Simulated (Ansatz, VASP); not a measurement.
# One calculation of Au, two programs

```
Au
1.0
     2.74841    0.00000    0.00000
     0.00000    2.74841    0.00000
     0.00000    0.00000    2.74841
Au
1
Direct
  0.50000 0.50000 0.50000
```

The cell was built by a generator and needn't be a form met in nature.

Alike in both runs: task band structure; functional PBE; k mesh 10 × 10 × 10; occupations fermi-dirac, width 0.05 eV; no spin polarisation.

|  | VASP | Ansatz |
| --- | --- | --- |
| version | VASP 6.6.1 | Ansatz 0.2.0 |
| potentials or method | VASP PAW PBE potentials, release 64 (Au) | Ansatz PAW |
| plane-wave cutoff (eV) | 520 | 420 |
| valence electrons in the cell | 11 | 19 |

```csv
,VASP,Ansatz,Ansatz less VASP
gap on the k mesh at the Fermi level (eV),none,none,-
pressure (GPa),0.0,0.2,+0.19
```

A gap of «none» marks a metal or a gap that the smearing closes. The two sets of potentials don't hold the same shells in valence.

Caveats: spin-orbit coupling is left out, which moves the levels of the heavy elements.
